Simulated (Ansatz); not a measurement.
**AlCo: how the free axis answers a strain**

AlCo, Pm-3m, a = 2.823 Å. The structure is a Materials Project entry; whether it is the stable form wasn't checked. Ansatz: PBEsol, PAW, 420 eV, Γ-centred 18×18×18 mesh on 2 atoms, Gaussian smearing 0.10 eV; no spin polarisation. Series: uniaxial strain along a, with b, c and atoms relaxed; x is the strain in per cent. y is the change of c in per cent of 2.823 Å.

```
x (%) y (%)
 -3.0      ?
 -2.0   0.56
 -1.0   0.28
  0.0   0.00
  1.0  -0.30
  2.0  -0.61
  3.0  -0.94
```

Problem. Fit y = c1 x + c2 x² to the other rows, say what c1 measures, and predict the missing y.

Solution. Least squares on the rows shown. y = −0.2924 x − 0.006827 x². So −c1 = 0.292 is Poisson's ratio for this pair of axes. At x = -3.0 the fit asked for gives 0.82 %. The run gave 0.85 %, so the fit is 0.03 % too low, a small miss on the scale of the series.